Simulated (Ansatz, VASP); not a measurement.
# CdTe in VASP and in Ansatz

Contents of INCAR:

```
SYSTEM = CdTe
ALGO = Normal
EDIFF = 1E-8
ENCUT = 520
GGA = PE
ISIF = 2
ISMEAR = -1
LASPH = .TRUE.
LCHARG = .FALSE.
LEFG = .TRUE.
LREAL = .FALSE.
LWAVE = .FALSE.
NBANDS = 16
NELM = 80
PREC = Accurate
SIGMA = 0.08
```

Contents of KPOINTS:

```
k-points
0
G
  9 9 9
  0 0 0
```

The input POSCAR:

```
CdTe
1.0
    0.0000000000      3.1401300417      3.1401300417
    3.1401300417      0.0000000000      3.1401300417
    3.1401300417      3.1401300417      0.0000000000
Cd Te
1 1
Direct
    0.0000000000      0.0000000000      0.0000000000
    0.7500000000      0.7500000000      0.7500000000
```

Input for Ansatz:

```yaml
crystal:
  lattice:
    - [0.0, 3.1401300417, 3.1401300417]
    - [3.1401300417, 0.0, 3.1401300417]
    - [3.1401300417, 3.1401300417, 0.0]
  atoms:
    - { symbol: Cd, position: [0.0, 0.0, 0.0] }
    - { symbol: Te, position: [0.75, 0.75, 0.75] }
kpoints:
  mp_grid: { grid: [9, 9, 9] }
scf:
  occupations: { method: fermi_dirac, width: 0.08 }
hamiltonian:
  xc: pbe
  pseudopotentials: { kind: paw }
output:
  forces: true
  stress: true
  eigenvalues: true
  efg: { contact_densities: true }
```

Change from the starting cell: volume scaled by 0.9405, PAW files.

Alike in both runs: task electric field gradients; functional PBE; k mesh 9 × 9 × 9; occupations fermi-dirac, width 0.08 eV; no spin polarisation.

|  | VASP | Ansatz |
| --- | --- | --- |
| version | VASP 6.6.1 | Ansatz 0.2.0 |
| potentials or method | VASP PAW PBE potentials, release 64 (Cd, Te) | PAW with Ansatz's default frozen-core files, scalar-relativistic |
| plane-wave cutoff (eV) | 520 | 420 |
| valence electrons in the cell | 18 | 36 |

|  | VASP | Ansatz | Ansatz less VASP |
| --- | --- | --- | --- |
| pressure (GPa) | 8.2 | 8.0 | -0.20 |
| Vzz of the field gradient on the site that differs most (V/Å²) | 0.0 | 0.0 | 0.00 |

With one functional, cell and mesh, what is left measures potentials, basis and numerics. The two sets of potentials don't hold the same shells in valence. Ansatz warned: «gradients_without_spin_orbit».

Caveats: spin-orbit coupling is left out, which moves the levels of the heavy elements.
